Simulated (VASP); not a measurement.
Runs of VASP 6.6.1 on InH. It takes space group Pm-3m (No. 221, cubic). The conventional cell has a = 3.032 Å, b = 3.032 Å, c = 3.032 Å, α = 90.00°, β = 90.00°, γ = 90.00°. Around In (site symmetry m-3m) lie 8 H at 2.63 Å. H (site symmetry m-3m) has 8 In at 2.63 Å as nearest neighbours. The cell comes from a database or a generator and needn't be the stable form of this composition.

| task | cell | k mesh | smearing | mesh quality | gap on the mesh (eV) | pressure (GPa) |
| --- | --- | --- | --- | --- | --- | --- |
| single point | Pm-3m, 13.94 Å³/atom | 14 × 14 × 14 | fermi-dirac 0.15 eV | not flagged | none | 1.2 |
| single point | Pm-3m, 8.86 Å³/atom | 6 × 6 × 6 | gaussian 0.05 eV | coarse | none | 78.8 |
| single point | Pm-3m, 13.84 Å³/atom | 6 × 6 × 6 | gaussian 0.05 eV | not flagged | none | (a) |
| single point | Pm-3m, 14.48 Å³/atom | 14 × 14 × 14 | fermi-dirac 0.15 eV | not flagged | none | -0.8 |
| single point | Pm-3m, 14.25 Å³/atom | 6 × 6 × 6 | gaussian 0.05 eV | not flagged | none | -0.2 |

Alike in all rows: level LDA; potentials or basis VASP PAW LDA potentials, release 64 (In_d, H); no spin polarisation; cutoff (eV) 520.

Question: Fill in the values left out.

Answer: (a) 1.8.

Caveats: some runs use coarse meshes; a pressure of tens of GPa on the cell as given is suspect, and the run, the potentials or the cell itself is likely at fault (some runs).

A k mesh can miss the band edges, and the runs leave out spin-orbit coupling on In.

A gap of «none» marks a metal or a gap under the smearing width.
